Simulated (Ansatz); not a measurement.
An input for Ansatz 0.2.0 (GaN):

input.yaml

```yaml
crystal:
  lattice:
    - [3.18, 0.0, 0.0]
    - [-1.59, 2.753960784, 0.0]
    - [0.0, 0.0, 5.166]
  atoms:
    - { symbol: Ga, position: [0.6666666667, 0.3333333333, 0.5] }
    - { symbol: Ga, position: [0.3333333333, 0.6666666667, 0.0] }
    - { symbol: "N", position: [0.6666666667, 0.3333333333, 0.875] }
    - { symbol: "N", position: [0.3333333333, 0.6666666667, 0.375] }
hamiltonian:
  xc: cam_b3lyp
  pseudopotentials: { kind: paw }
kpoints:
  mp_grid: { grid: [6, 6, 3] }
  band_path:
    path:
      - [[0.0, 0.0, 0.0], [0.5, 0.0, 0.0], [0.3333333333, 0.3333333333, 0.0], [0.0, 0.0, 0.0], [0.0, 0.0, 0.5], [0.5, 0.0, 0.5], [0.3333333333, 0.3333333333, 0.5], [0.0, 0.0, 0.5]]
      - [[0.5, 0.0, 0.5], [0.5, 0.0, 0.0]]
      - [[0.3333333333, 0.3333333333, 0.0], [0.3333333333, 0.3333333333, 0.5]]
    npoints: 4
scf:
  occupations: { method: fermi_dirac, width: 0.05 }
  n_extra_bands: 10
output:
  forces: true
  stress: true
  eigenvalues: true
  fatbands: false
```

Potentials or basis: Ansatz PAW.

Run with:

```sh
$ ansatz run input.yaml --threads 2 --pin off --max-ram 5632MiB --backend cpu --events-out ev --progress --plain --runs-dir out
```

Q: How does this run end?

A: The run stopped without a result. It printed:

Output:

```text
Error: kpoints.band_path / output.eigenstates.kpoints / output.eigenstates.nscf_kmesh / output.wannier / output.states_by_energy / output.dos.nscf_kmesh / output.optics.nscf_kmesh / output.boltztrap / output.local_orbitals.kmesh / output.polarization (unless states: scf) / output.orbitals (by a pass of its own) / gw: / phonons.commensurate_couplings.mesh / output.given_orbital_levels with hamiltonian.xc: <exact exchange of several ranges> with hamiltonian.xc: <exact exchange that reaches to infinity> — behind a hybrid SCF this pass is solved under, or applies, the exchange operator itself, at k-points off the SCF's mesh, which is served of several ranges of exact exchange only where none reaches to infinity: one that does (lc_wpbe's) diverges towards zero momentum transfer, and no level off the mesh has been held to a reference under several; use a hybrid whose last range ends, as hiss, or one of one range, or do without the pass
```
